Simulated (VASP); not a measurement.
Set up this calculation in VASP 6.6.1, as the native input.

* Task: single point
* Functional: PBE
* Potentials or basis: VASP PAW PBE potentials, release 64 (Nb_sv)
* Cutoff: 520 eV
* k mesh: 20 × 20 × 20
* Occupations: gaussian, width 0.15 eV
* Spin: no spin polarisation
* Dipole correction: no
* Further INCAR settings: ALGO = Fast; EDIFF = 1e-06; NBANDS = 12

The structure of Nb lies in POSCAR:

```
Nb
1.0
    0.0000000000      2.1150000000      2.1150000000
    2.3265000000      0.0000000000      2.1150000000
    2.3265000000      2.1150000000      0.0000000000
Nb
1
Direct
    0.0000000000      0.0000000000      0.0000000000
```

This isn't the form of Nb at room conditions, which is bcc.

The cell isn't the ideal one: strain +0.1000 x Voigt [1, 0, 0, 0, 0, 0], atoms carried along.

One way to write it, as run:

INCAR

```
PREC     = Accurate       # precision mode
ENCUT    = 520            # plane-wave cutoff, eV
EDIFF    = 1E-6           # SCF threshold, eV
ISMEAR   = 0              # smearing method
SIGMA    = 0.15           # smearing width, eV
LREAL    = F              # projectors in reciprocal space
LASPH    = T              # aspherical terms in the spheres
NELM     = 100            # most SCF steps
ALGO     = Fast           # electronic algorithm
ISIF     = 2              # what is computed and relaxed
LWAVE    = F              # write WAVECAR
LCHARG   = F              # write CHGCAR
GGA      = PE             # functional
NBANDS   = 12             # bands
```

KPOINTS

```
Automatic mesh
0
Gamma
  20 20 20
```

Potentials or basis: VASP PAW PBE potentials, release 64 (Nb_sv).

Command:

```console
$ cat potpaw_PBE.64/Nb_sv/POTCAR > POTCAR
$ mpirun -np 1 vasp_std > vasp.out
```

Results of the run:

```yaml
Pressure: -15.1 GPa
Band_gap_on_the_k_mesh: none (metal or under the smearing width)
```

Caveat: so large a pressure means that the cell lies far from this level's equilibrium, or that cutoff or potentials fall short.

Wall time 83 s on 1 thread of Intel(R) Xeon(R) 6975P-C (Granite Rapids) (shared host), peak memory 0.26 GiB.
